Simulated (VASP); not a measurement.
# SiO2 (Cristobalite): zone-centre modes, functional by functional, part 2 of 3

Aim: the vibrations of SiO2 (Cristobalite) at the zone centre, at several levels of theory. The starting structure is a measured crystal structure from the Crystallography Open Database.

VASP 6.6.1.

## 2. Modes with LDA (continued)

Level of this step: LDA; plane waves and PAW (Si, O) (VASP).

From OUTCAR (step 2):

```text
ion  position               nearest neighbor table
   1  0.804  0.196  0.750-   5 1.61  10 1.61   9 1.61   8 1.61   2 3.07   4 3.07   2 3.07   4 3.07

  LATTYP: Found a simple tetragonal cell.
 ALAT       =     4.9592103833
 C/A-ratio  =     1.3892632002

 Subroutine GETGRP returns: Found  8 space group operations
 (whereof  2 operations were pure point group operations)

The static configuration has the point symmetry C_2 .
 The point group associated with its full space group is D_4 .

 Found     18 irreducible k-points:

   k-points           NKPTS =     18   k-points in BZ     NKDIM =     18   number of bands    NBANDS=     44

   dimension x,y,z NGX =    40 NGY =   40 NGZ =   54
   dimension x,y,z NGXF=    80 NGYF=   80 NGZF=  108

   ENCUT  =  520.0 eV  38.22 Ry    6.18 a.u.   9.22  9.22 12.81*2*pi/ulx,y,z

   NELECT =      64.0000    total number of electrons

 k-points in reciprocal lattice and weights: Automatic mesh
   0.00000000  0.00000000  0.00000000       0.016
   0.25000000  0.00000000  0.00000000       0.062
   0.50000000  0.00000000  0.00000000       0.031
   0.25000000  0.25000000  0.00000000       0.062
   0.50000000  0.25000000  0.00000000       0.062
   0.50000000  0.50000000  0.00000000       0.016
   0.00000000  0.00000000  0.25000000       0.031
   0.25000000  0.00000000  0.25000000       0.125
   0.50000000  0.00000000  0.25000000       0.062
[...]
0.50000000  0.25000000  0.50000000       0.062
   0.50000000  0.50000000  0.50000000       0.016

 average (electrostatic) potential at core
       1 -89.0738       2 -89.0885       3 -89.1083       4 -89.1348       5 -74.4906
       6 -74.5266       7 -74.5080       8 -74.4859       9 -74.5184      10 -74.4913
      11 -74.5052      12 -74.5321

 E-fermi :   0.1499

 k-point     1 :       0.0000    0.0000    0.0000
  band No.  band energies     occupation
    ...
     28      -1.3044      2.00000
     29      -0.7148      2.00000
     30      -0.3352      2.00000
     31      -0.3276      2.00000
     32      -0.0222      2.00000
     33       5.5002      0.00000
     34       8.5480      0.00000
     35       8.5591      0.00000
     36       9.0615      0.00000
     37       9.0812      0.00000
    ...

 k-point     2 :       0.2500    0.0000    0.0000
  band No.  band energies     occupation
    ...
     28      -1.1215      2.00000
     29      -0.7865      2.00000
     30      -0.5169      2.00000
     31      -0.3883      2.00000
     32      -0.2034      2.00000
     33       6.1367      0.00000
     34       8.6817      0.00000
     35       8.7263      0.00000
     36       9.0475      0.00000
     37       9.1006      0.00000
    ...

 k-point     3 :       0.5000    0.0000    0.0000
  band No.  band energies     occupation
    ...
     28      -1.0267      2.00000
     29      -0.6989      2.00000
     30      -0.6717      2.00000
     31      -0.5352      2.00000
     32      -0.5021      2.00000
     33       7.5435      0.00000
     34       7.5652      0.00000
     35       8.9533      0.00000
     36       8.9857      0.00000
     37       9.5853      0.00000
    ...

  Total       -0.0074285     -0.0357487     -0.3510111     -0.0311882     -0.0781211     -0.1566346
  in kB       -0.0702406     -0.3380246     -3.3190154     -0.2949025     -0.7386804     -1.4810720
  external PRESSURE =      -1.2424269 kB  Pullay stress =       0.0000000 kB

  energy-cutoff  :      520.00
  volume of cell :      169.44
      direct lattice vectors                 reciprocal lattice vectors
     4.959210383  0.000000000  0.000000000     0.201645004  0.000000000  0.000000000
     0.000000000  4.959210383  0.000000000     0.000000000  0.201645004  0.000000000
     0.000000000  0.000000000  6.889648487     0.000000000  0.000000000  0.145145286

 POSITION                                       TOTAL-FORCE (eV/Angst)
 -----------------------------------------------------------------------------------
      3.98551      0.97370      5.16724        -0.090302     -0.016863     -0.088020
      3.45330      3.45330      3.44482         0.002196     -0.015408      0.027747
      0.97370      3.98551      1.72241        -0.011142     -0.014674      0.033917
      1.50591      1.50591      0.00000        -0.149590     -0.051037     -0.250317
      0.55254      1.17892      5.61866         0.333631      0.088500      0.386342
      1.30068      3.03214      0.46642        -0.009048     -0.022027     -0.021884
      4.40667      3.78029      2.18884         0.007678      0.004005     -0.013766
      3.65853      1.92707      3.91125        -0.030955      0.018152     -0.021947
      3.03214      1.30068      6.42322        -0.008294      0.000061      0.016546
      3.78029      4.40667      4.70081        -0.020945     -0.017876     -0.005812
      1.92707      3.65853      2.97840        -0.010674      0.006667     -0.019156
      1.17892      0.55254      1.25599        -0.012554      0.020499     -0.043650
 -----------------------------------------------------------------------------------
    total drift:                                0.000098      0.000053      0.000322

  FREE ENERGIE OF THE ION-ELECTRON SYSTEM (eV)
  ---------------------------------------------------
  free  energy   TOTEN  =      -103.7453914381 eV

  energy  without entropy=     -103.7453914381  energy(sigma->0) =     -103.74539144

 Eigenvectors and eigenvalues of the dynamical matrix
 ----------------------------------------------------

   1 f  =   35.770221 THz   224.750929 2PiTHz 1193.166153 cm-1   147.933682 meV
             X         Y         Z           dx          dy          dz
      3.985512  0.973698  5.167236    -0.062752   -0.057485   -0.226873
      3.453303  3.453303  3.444824     0.059262   -0.053653    0.213056
      0.973698  3.985512  1.722412    -0.062752   -0.057485    0.226873
      1.505907  1.505907  0.000000     0.059262   -0.053653   -0.213056
      0.552537  1.178923  5.633660     0.351875    0.076351    0.253731
      1.300682  3.032142  0.466424     0.005606   -0.013915   -0.022391
      4.406673  3.780287  2.188836     0.351875    0.076351   -0.253731
      3.658528  1.927068  3.911248     0.005606   -0.013915    0.022391
      3.032142  1.300682  6.423225    -0.352055    0.076552    0.254636
      3.780287  4.406673  4.700813    -0.000804    0.008193   -0.006425
      1.927068  3.658528  2.978401    -0.352055    0.076552   -0.254636
      1.178923  0.552537  1.255989    -0.000804    0.008193    0.006425

   2 f  =   35.770221 THz   224.750929 2PiTHz 1193.166153 cm-1   147.933682 meV
             X         Y         Z           dx          dy          dz
[...]
1.300682  3.032142  0.466424     0.076351   -0.351875   -0.253731
      4.406673  3.780287  2.188836    -0.013915   -0.005606    0.022391
      3.658528  1.927068  3.911248     0.076351   -0.351875    0.253731
      3.032142  1.300682  6.423225     0.008193    0.000804    0.006425
      3.780287  4.406673  4.700813     0.076552    0.352055    0.254636
      1.927068  3.658528  2.978401     0.008193    0.000804   -0.006425
      1.178923  0.552537  1.255989     0.076552    0.352055   -0.254636

   3 f  =   33.701995 THz   211.755880 2PiTHz 1124.177549 cm-1   139.380189 meV
             X         Y         Z           dx          dy          dz
      3.985512  0.973698  5.167236     0.004696   -0.004696    0.000000
      3.453303  3.453303  3.444824     0.004696    0.004696    0.000000
      0.973698  3.985512  1.722412    -0.004696    0.004696    0.000000
      1.505907  1.505907  0.000000    -0.004696   -0.004696    0.000000
      0.552537  1.178923  5.633660     0.286551    0.068723    0.195304
      1.300682  3.032142  0.466424     0.068723   -0.286551   -0.195304
      4.406673  3.780287  2.188836    -0.286551   -0.068723    0.195304
      3.658528  1.927068  3.911248    -0.068723    0.286551   -0.195304
      3.032142  1.300682  6.423225    -0.286551    0.068723    0.195304
      3.780287  4.406673  4.700813    -0.068723   -0.286551   -0.195304
      1.927068  3.658528  2.978401     0.286551   -0.068723    0.195304
      1.178923  0.552537  1.255989     0.068723    0.286551   -0.195304

   4 f  =   32.770739 THz   205.904623 2PiTHz 1093.114175 cm-1   135.528824 meV
             X         Y         Z           dx          dy          dz
      3.985512  0.973698  5.167236    -0.074830   -0.074830   -0.225512
      3.453303  3.453303  3.444824    -0.074830    0.074830   -0.225512
      0.973698  3.985512  1.722412     0.074830    0.074830   -0.225512
      1.505907  1.505907  0.000000     0.074830   -0.074830   -0.225512
      0.552537  1.178923  5.633660     0.264410    0.041795    0.149376
      1.300682  3.032142  0.466424    -0.041795    0.264410    0.149376
      4.406673  3.780287  2.188836    -0.264410   -0.041795    0.149376
      3.658528  1.927068  3.911248     0.041795   -0.264410    0.149376
      3.032142  1.300682  6.423225    -0.264410    0.041795    0.149376
      3.780287  4.406673  4.700813     0.041795    0.264410    0.149376
      1.927068  3.658528  2.978401     0.264410   -0.041795    0.149376
      1.178923  0.552537  1.255989    -0.041795   -0.264410    0.149376

   5 f  =   32.629890 THz   205.019646 2PiTHz 1088.415977 cm-1   134.946322 meV
             X         Y         Z           dx          dy          dz
      3.985512  0.973698  5.167236    -0.156344   -0.156344    0.094542
      3.453303  3.453303  3.444824     0.156344   -0.156344   -0.094542
      0.973698  3.985512  1.722412     0.156344    0.156344    0.094542
      1.505907  1.505907  0.000000    -0.156344    0.156344   -0.094542
      0.552537  1.178923  5.633660     0.241645    0.057668    0.185390
      1.300682  3.032142  0.466424     0.057668   -0.241645   -0.185390
      4.406673  3.780287  2.188836    -0.241645   -0.057668    0.185390
      3.658528  1.927068  3.911248    -0.057668    0.241645   -0.185390
      3.032142  1.300682  6.423225     0.241645   -0.057668   -0.185390
      3.780287  4.406673  4.700813     0.057668    0.241645    0.185390
      1.927068  3.658528  2.978401    -0.241645    0.057668   -0.185390
      1.178923  0.552537  1.255989    -0.057668   -0.241645    0.185390

   6 f  =   32.607193 THz   204.877035 2PiTHz 1087.658879 cm-1   134.852454 meV
             X         Y         Z           dx          dy          dz
      3.985512  0.973698  5.167236    -0.186501    0.160343    0.006874
      3.453303  3.453303  3.444824    -0.172662    0.144012    0.083219
      0.973698  3.985512  1.722412    -0.186501    0.160343   -0.006874
      1.505907  1.505907  0.000000    -0.172662    0.144012   -0.083219
      0.552537  1.178923  5.633660     0.253376    0.079750    0.187259
      1.300682  3.032142  0.466424     0.031007   -0.226552   -0.181877
      4.406673  3.780287  2.188836     0.253376    0.079750   -0.187259
      3.658528  1.927068  3.911248     0.031007   -0.226552    0.181877
      3.032142  1.300682  6.423225     0.265056   -0.043673   -0.210139
      3.780287  4.406673  4.700813    -0.073581   -0.212768   -0.154878
      1.927068  3.658528  2.978401     0.265056   -0.043673    0.210139
      1.178923  0.552537  1.255989    -0.073581   -0.212768    0.154878

   7 f  =   32.607193 THz   204.877035 2PiTHz 1087.658879 cm-1   134.852454 meV
             X         Y         Z           dx          dy          dz
      3.985512  0.973698  5.167236    -0.144012   -0.172662    0.083219
      3.453303  3.453303  3.444824    -0.160343   -0.186501   -0.006874
      0.973698  3.985512  1.722412    -0.144012   -0.172662   -0.083219
      1.505907  1.505907  0.000000    -0.160343   -0.186501    0.006874
      0.552537  1.178923  5.633660     0.226552    0.031007    0.181877
      1.300682  3.032142  0.466424    -0.079750    0.253376    0.187259
      4.406673  3.780287  2.188836     0.226552    0.031007   -0.181877
      3.658528  1.927068  3.911248    -0.079750    0.253376   -0.187259
      3.032142  1.300682  6.423225     0.212768   -0.073581   -0.154878
      3.780287  4.406673  4.700813     0.043673    0.265056    0.210139
      1.927068  3.658528  2.978401     0.212768   -0.073581    0.154878
      1.178923  0.552537  1.255989     0.043673    0.265056   -0.210139

   8 f  =   32.529894 THz   204.391350 2PiTHz 1085.080453 cm-1   134.532770 meV
             X         Y         Z           dx          dy          dz
      3.985512  0.973698  5.167236     0.171585   -0.171585    0.000000
      3.453303  3.453303  3.444824    -0.171585   -0.171585    0.000000
      0.973698  3.985512  1.722412    -0.171585    0.171585    0.000000
      1.505907  1.505907  0.000000     0.171585    0.171585   -0.000000
      0.552537  1.178923  5.633660    -0.241203   -0.056880   -0.184781
      1.300682  3.032142  0.466424     0.056880   -0.241203   -0.184781
      4.406673  3.780287  2.188836     0.241203    0.056880   -0.184781
      3.658528  1.927068  3.911248    -0.056880    0.241203   -0.184781
      3.032142  1.300682  6.423225    -0.241203    0.056880    0.184781
    [... 420 further lines ...]
      3.780287  4.406673  4.700813     0.000047    0.000065   -0.258072
      1.927068  3.658528  2.978401     0.000065   -0.000047   -0.258072
      1.178923  0.552537  1.255989    -0.000047   -0.000065   -0.258072

 ELASTIC MODULI CONTR FROM IONIC RELAXATION (kBar)
 Direction    XX          YY          ZZ          XY          YZ          ZX
 --------------------------------------------------------------------------------
 XX       -3420.2018   -201.6032  -1260.0916      0.0000      0.0000     -0.0000
 YY        -201.6032  -3420.2018  -1260.0916     -0.0000     -0.0000      0.0000
 ZZ       -1260.0916  -1260.0916  -2571.8645      0.0000      0.0000      0.0000
 XY           0.0000     -0.0000     -0.0000   -236.6702     -0.0000      0.0000
 YZ           0.0000     -0.0000      0.0000     -0.0000   -754.1915      0.0000
 ZX          -0.0000      0.0000      0.0000      0.0000      0.0000   -754.1915
 --------------------------------------------------------------------------------

 total charge
# of ion       s       p       d       tot
------------------------------------------
    1        0.655   1.028   0.000   1.683
    2        0.655   1.028   0.000   1.683
    3        0.655   1.028   0.000   1.683
    4        0.655   1.028   0.000   1.683
    5        1.540   3.688   0.000   5.227
    6        1.540   3.688   0.000   5.227
    7        1.540   3.688   0.000   5.227
    8        1.540   3.688   0.000   5.227
    9        1.540   3.688   0.000   5.227
   10        1.540   3.688   0.000   5.227
   11        1.540   3.688   0.000   5.227
   12        1.540   3.688   0.000   5.227
--------------------------------------------------
tot         14.936  33.616   0.000  48.552

[... 3 further parts left out ...]
```

The last energy, forces, stress and levels in OUTCAR belong to the last displaced cell, not to the cell of POSCAR.

LDA: the zone-centre modes are at the top E (7) 1193.2, B2 (3) 1124.2, A2 (3) 1093.1, A1 (4) 1085.1 cm⁻¹, at the bottom A1 (1) 224.9, E (1) 145.9, B1 (2) 113.0, B1 (1) 43.9 cm⁻¹, with 13 more of the listed ones between (levels within 1 cm⁻¹ of another are left out).

## 3. Modes with LDA at the measured cell

The atoms were first relaxed in the fixed cell, in a run that isn't shown.

File INCAR:

```
SYSTEM = SiO2
PREC = Accurate
ENCUT = 520
EDIFF = 1E-08
NELM = 100
ISMEAR = 0
SIGMA = 0.03
LREAL = .FALSE.
ALGO = Normal
GGA = CA
NBANDS = 44
LORBIT = 11
LWAVE = .FALSE.
LCHARG = .FALSE.
KPAR = 8
IBRION = 6
NFREE = 2
POTIM = 0.015
NSW = 1
ISIF = 2
```

File POSCAR:

```
SiO2
1.0
    4.9709000000      0.0000000000      0.0000000000
    0.0000000000      4.9709000000      0.0000000000
    0.0000000000      0.0000000000      6.9278000000
Si O
4 8
Direct
    0.8020209491      0.1979790509      0.7500000000
    0.6979790509      0.6979790509      0.5000000000
    0.1979790509      0.8020209491      0.2500000000
    0.3020209491      0.3020209491      0.0000000000
    0.1082115120      0.2384177917      0.8194561455
    0.2615822083      0.6082115120      0.0694561455
    0.8917884880      0.7615822083      0.3194561455
    0.7384177917      0.3917884880      0.5694561455
    0.6082115120      0.2615822083      0.9305438545
    0.7615822083      0.8917884880      0.6805438545
    0.3917884880      0.7384177917      0.4305438545
    0.2384177917      0.1082115120      0.1805438545
```

File KPOINTS:

```
Automatic mesh
0
Gamma
4 4 4
0 0 0
```

PAW data sets: Si and O (LDA family, release 64).

On the command line:

```console
> mpirun -np 16 vasp_std
```

The log of the run:

```text
[banner, memory and clock lines left out]
running   16 mpi-ranks, on    1 nodes
[...]
[... a notice as in an earlier step ...]

 LDA part: xc-table for (Slater(with rela. corr.)+CA(PZ))
 , standard interpolation
 POSCAR, INCAR and KPOINTS ok, starting setup
[...]
entering main loop
       N       E                     dE             d eps       ncg     rms          rms(c)
DAV:   1     0.389916676968E+03    0.38992E+03   -0.32778E+04  1584   0.132E+03
DAV:   2    -0.866354801889E+02   -0.47655E+03   -0.45981E+03  2040   0.307E+02
DAV:   3    -0.116935156650E+03   -0.30300E+02   -0.30152E+02  1968   0.830E+01
DAV:   4    -0.117331119856E+03   -0.39596E+00   -0.39528E+00  1992   0.105E+01
[...]
DAV:  14    -0.103749765986E+03   -0.23522E-06   -0.22836E-07  1976   0.247E-03    0.847E-04
DAV:  15    -0.103749766002E+03   -0.15555E-07   -0.13523E-08  1244   0.598E-04    0.489E-04
DAV:  16    -0.103749766000E+03    0.17199E-08   -0.50916E-09  1308   0.387E-04
   1 F= -.10374977E+03 E0= -.10374977E+03  d E =-.827131E-21
[... from here on, the cycles between the ionic steps are left out ...]
   2 F= -.10374454E+03 E0= -.10374454E+03  d E =-.348919E-18
   3 F= -.10374472E+03 E0= -.10374472E+03  d E =-.268561E-17
   4 F= -.10374407E+03 E0= -.10374407E+03  d E =-.214451E-17
   5 F= -.10374407E+03 E0= -.10374407E+03  d E =-.213931E-17
   6 F= -.10374504E+03 E0= -.10374504E+03  d E =-.219745E-17
   7 F= -.10374492E+03 E0= -.10374492E+03  d E =-.668159E-18
   8 F= -.10374902E+03 E0= -.10374902E+03  d E =-.656123E-18
   9 F= -.10374903E+03 E0= -.10374903E+03  d E =-.184216E-17
  10 F= -.10374675E+03 E0= -.10374675E+03  d E =-.525069E-18
  11 F= -.10374686E+03 E0= -.10374686E+03  d E =-.399464E-17
 Finite differences progress:
  Degree of freedom:   5/  5
  Displacement:        2/  2
  Total:              10/ 10
```

It took 5 min on 16 MPI ranks of AMD EPYC 7R43, shared host; peak memory 5.5 GiB.

OUTCAR, selected parts (step 3):

```text
  Total       -0.0885829     -0.1170013     -0.5336385     -0.0295937     -0.0742022     -0.1544474
  in kB       -0.8290771     -1.0950550     -4.9945039     -0.2769776     -0.6944836     -1.4455253
  external PRESSURE =      -2.3062120 kB  Pullay stress =       0.0000000 kB

 POSITION                                       TOTAL-FORCE (eV/Angst)
 -----------------------------------------------------------------------------------
      3.98677      0.98413      5.19585        -0.095077     -0.015048     -0.089847
      3.46958      3.46958      3.46390         0.004052     -0.013338      0.028353
      0.98413      3.98677      1.73195        -0.009220     -0.016274      0.034250
      1.50132      1.50132      0.00000        -0.152319     -0.050973     -0.248648
      0.53791      1.18515      5.66203         0.337312      0.086069      0.384852
      1.30030      3.02336      0.48118        -0.009188     -0.023782     -0.023240
      4.43299      3.78575      2.21313         0.009329      0.004129     -0.014966
      3.67060      1.94754      3.94508        -0.031058      0.019922     -0.023308
      3.02336      1.30030      6.44662        -0.010335      0.000332      0.018222
      3.78575      4.43299      4.71467        -0.021007     -0.016729     -0.005310
      1.94754      3.67060      2.98272        -0.009421      0.006391     -0.018217
      1.18515      0.53791      1.25077        -0.013067      0.019301     -0.042142
 -----------------------------------------------------------------------------------
    total drift:                                0.000123      0.000085     -0.000565

  FREE ENERGIE OF THE ION-ELECTRON SYSTEM (eV)
  ---------------------------------------------------
  free  energy   TOTEN  =      -103.7468633693 eV

  energy  without entropy=     -103.7468633693  energy(sigma->0) =     -103.74686337

[... 1 part as in an earlier step ...]

[... 2 further parts left out ...]
[key lines of the parts left out:]
E-fermi :   0.0743
```

The last energy, forces and stress in OUTCAR belong to the last displaced cell, not to that of POSCAR.

With LDA at the measured cell the compared modes are at the top E (7) 1196.4, B2 (3) 1127.5 cm⁻¹, at the bottom B1 (2) 111.7, B1 (1) 39.0 cm⁻¹, with 17 more of the listed ones between; the largest shift among the levels compared is -5.4 cm⁻¹, in A1 (3), from LDA.

[end of part 2 of 3]

[Lines on the potential files, build, host, timing and source positions are cut from VASP's logs without a mark.]

[Logs are printed without paths, hosts, clocks, repeated set-up lines and the standing remarks that a program may print on its own settings, such as how far it seeks lower states.]

[Hosts, paths, dates, database ids (printed as entryN), source tags and the programs' standing remarks are cut or masked in the printed files.]
